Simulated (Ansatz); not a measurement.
Basis-set extrapolation for `c1cc[nH+]cc1` (PBE0-D4/def2-TZVP geometry, frozen core, Ansatz 0.2.0). Multiplicity 1, RHF reference.

```tsv
	def2-TZVPP	def2-QZVPP
HF	-247.161278	-247.171657
MP2 correlation	-0.967668	-1.030377
CCSD(T) correlation	-1.043389	not run
```

Energies in hartree. Use E(X) = E(∞) + A·exp(−7.88·√X) for Hartree–Fock and E(X) = E(∞) + B·X^(−2.97) for correlation, with X = 3 and 4, and add CCSD(T) minus MP2 of the smaller set to the MP2 limit.

Problem. What is the CCSD(T) energy at the basis-set limit?

Solution. HF limit: -247.171657 + (-0.010379) × 0.13774 = -247.17309. MP2 limit: -1.030377 + (-0.062709) × 0.74074 = -1.07683. Higher-order term: -1.043389 − (-0.967668) = -0.07572. Total: -248.32564 hartree, 317.6 kJ/mol below CCSD(T)/def2-TZVPP.
